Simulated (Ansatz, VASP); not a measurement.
# One calculation of Ga, two programs

```
CELL_PARAMETERS angstrom
2.28921 -3.85879 0.00000
2.28921 3.85879 0.00000
0.00000 0.00000 4.59858
ATOMIC_POSITIONS crystal
Ga 0.84366 0.15634 0.08357
Ga 0.65634 0.34366 0.58357
Ga 0.15634 0.84366 0.91643
Ga 0.34366 0.65634 0.41643
```

Alike in both runs: functional PBE; k mesh 6 × 6 × 4; occupations gaussian, width 0.05 eV; no spin polarisation.

Ansatz relaxed the structure, and its values are those at the end. VASP's run is a single point on that final structure, the one shown.

|  | VASP | Ansatz |
| --- | --- | --- |
| version | VASP 6.6.1 | Ansatz 0.2.0 |
| potentials or method | VASP PAW PBE potentials, release 64 (Ga_d) | scalar-relativistic, plane waves, PAW |
| plane-wave cutoff (eV) | 520 | 420 |
| valence electrons in the cell | 52 | 52 |

Ansatz gave:

* gap on the k mesh at the Fermi level (eV): none
* pressure (GPa): 0.0
* rms of the force components (eV/Å): 0.003

Question: Which values does VASP return?

Answer: gap on the k mesh at the Fermi level (eV): none; pressure (GPa): 0.1; rms of the force components (eV/Å): 0.003.

A gap of «none» marks a metal or a gap that the smearing closes.
